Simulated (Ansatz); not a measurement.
Computed with DFT PBE, scalar-relativistic, plane waves, PAW in Ansatz. Settings: cutoff 420 eV, Γ-centred meshes spaced at most about 0.3 Å⁻¹, and about 0.25 Å⁻¹ or finer for metals (2π included), Gaussian smearing. No spin polarisation in the final relaxations.

Each of these unrelaxed guesses is relaxed in cell and atoms within its symmetry. A guess keeps its type if space group and coordination stay and the shape of the cell changes little (axis ratios within about 15 %, angles within 6°); the volume may change.

1. BeTe

```cif
data_structure
_symmetry_space_group_name_H-M 'Pnma'
_symmetry_Int_Tables_number 62
_cell_length_a 6.4417
_cell_length_b 3.9351
_cell_length_c 6.6144
_cell_angle_alpha 90.000
_cell_angle_beta 90.000
_cell_angle_gamma 90.000
_cell_volume 167.67
loop_
_atom_site_label
_atom_site_type_symbol
_atom_site_symmetry_multiplicity
_atom_site_Wyckoff_symbol
_atom_site_fract_x
_atom_site_fract_y
_atom_site_fract_z
_atom_site_occupancy
Be1 Be 4 c 0.82107 0.75000 0.40954 1
Te1 Te 4 c 0.82107 0.25000 0.59046 1
```

2. B2As

```cif
data_structure
_symmetry_space_group_name_H-M 'C2/m'
_symmetry_Int_Tables_number 12
_cell_length_a 5.2319
_cell_length_b 2.9480
_cell_length_c 3.6489
_cell_angle_alpha 90.000
_cell_angle_beta 91.703
_cell_angle_gamma 90.000
_cell_volume 56.26
loop_
_atom_site_label
_atom_site_type_symbol
_atom_site_symmetry_multiplicity
_atom_site_Wyckoff_symbol
_atom_site_fract_x
_atom_site_fract_y
_atom_site_fract_z
_atom_site_occupancy
B1 B 4 i 0.81769 0.50000 0.68403 1
As1 As 2 a 0.00000 0.00000 0.00000 1
```

3. C

```cif
data_structure
_symmetry_space_group_name_H-M 'Cmme'
_symmetry_Int_Tables_number 67
_cell_length_a 4.2823
_cell_length_b 4.8253
_cell_length_c 4.2442
_cell_angle_alpha 90.000
_cell_angle_beta 90.000
_cell_angle_gamma 90.000
_cell_volume 87.70
loop_
_atom_site_label
_atom_site_type_symbol
_atom_site_symmetry_multiplicity
_atom_site_Wyckoff_symbol
_atom_site_fract_x
_atom_site_fract_y
_atom_site_fract_z
_atom_site_occupancy
C1 C 8 l 0.75000 0.00000 0.82809 1
C2 C 8 n 0.67038 0.75000 0.34692 1
```

4. BaTe

```cif
data_structure
_symmetry_space_group_name_H-M 'Amm2'
_symmetry_Int_Tables_number 38
_cell_length_a 4.8902
_cell_length_b 11.8990
_cell_length_c 6.8699
_cell_angle_alpha 90.000
_cell_angle_beta 90.000
_cell_angle_gamma 90.000
_cell_volume 399.75
loop_
_atom_site_label
_atom_site_type_symbol
_atom_site_symmetry_multiplicity
_atom_site_Wyckoff_symbol
_atom_site_fract_x
_atom_site_fract_y
_atom_site_fract_z
_atom_site_occupancy
Ba1 Ba 2 a 0.00000 0.00000 0.39108 1
Ba2 Ba 2 b 0.50000 0.00000 0.00000 1
Te1 Te 4 d 0.00000 0.69554 0.30446 1
```

Task: Which keep their type?

Result: Guess 1 keeps its type.

```csv
guess,kept,start group,end group,V start (Å³/atom),V end,"b/a and c/a, end over start",nearest neighbours start,nearest neighbours end
1,yes,Pnma,Pnma,21.0,25.3,"0.92, 0.94","Be 4, Te 4","Be 4, Te 4"
2,no,C2/m,C2/m,9.4,12.0,"0.77, 0.70","As 6, B 5","As 4, B 2"
3,no,Cmme,P6/mmm,5.5,11.7,-,C 3/4,C 3
4,no,Amm2,Amm2,50.0,49.4,"0.83, 1.43","Ba 6, Te 6","Ba 4, Te 4"
```

Neighbours count within 15 % of an atom's shortest distance; end groups are read at 0.02 Å (0.05 Å in metals).

Weakly bound directions are ill-defined at this level, which has no dispersion term (C P6/mmm). These runs have no spin–orbit coupling, which can matter for Te. In B2As C2/m an odd number of electrons in the primitive cell allows no gap without spin; a larger cell or a magnetic state could open one. A magnetic state wasn't ruled out in cells without spin, among them B2As C2/m. Cells relaxed within their symmetry can be saddle points.

In counts of neighbours, a slash parts the counts of unlike sites.
